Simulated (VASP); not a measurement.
Runs of VASP 6.6.1 on C. It takes space group C2/m (No. 12, monoclinic). Conventional cell: a = 4.261 Å, b = 2.460 Å, c = 3.832 Å, α = 90.00°, β = 111.43°, γ = 90.00°. Around C (site symmetry m) lie 3 C at 1.42 Å. This is a stacking variant of graphite.

```csv
level,potentials or basis,k mesh,cutoff (eV),smearing,gap on the mesh (eV),pressure (GPa)
PBEsol,"VASP PAW PBE potentials, release 64 (C)",16 × 16 × 10,520,gaussian 0.5 eV,0.68,0.4
r2SCAN,"VASP PAW PBE potentials, release 64 (C)",16 × 16 × 10,520,gaussian 0.02 eV,0.73,(b)
PBEsol,"VASP PAW PBE potentials, release 64 (C_h)",16 × 16 × 10,900,gaussian 0.02 eV,0.68,-0.4
PBEsol,"VASP PAW PBE potentials, release 64 (C)",16 × 16 × 10,700,gaussian 0.02 eV,0.68,(a)
PBEsol,"VASP PAW PBE potentials, release 64 (C)",26 × 26 × 16,520,gaussian 0.02 eV,0.26,0.4
```

Alike in all rows: task single point; no spin polarisation; cell as given.

Problem. Estimate the missing entries.

Solution. (a) -0.2; (b) -0.7.

Caveats: the PAW data sets were made with another functional, which shifts forces and pressure a little; this functional lacks dispersion, which binds the layers, so the pressure and a relaxed spacing across them are unreliable (some runs); the cutoff is under 1.25 times the usual one of these potentials, so pressure, stress and relaxed cells hold a basis-set (Pulay) error (some runs).

A k mesh can miss the band edges.
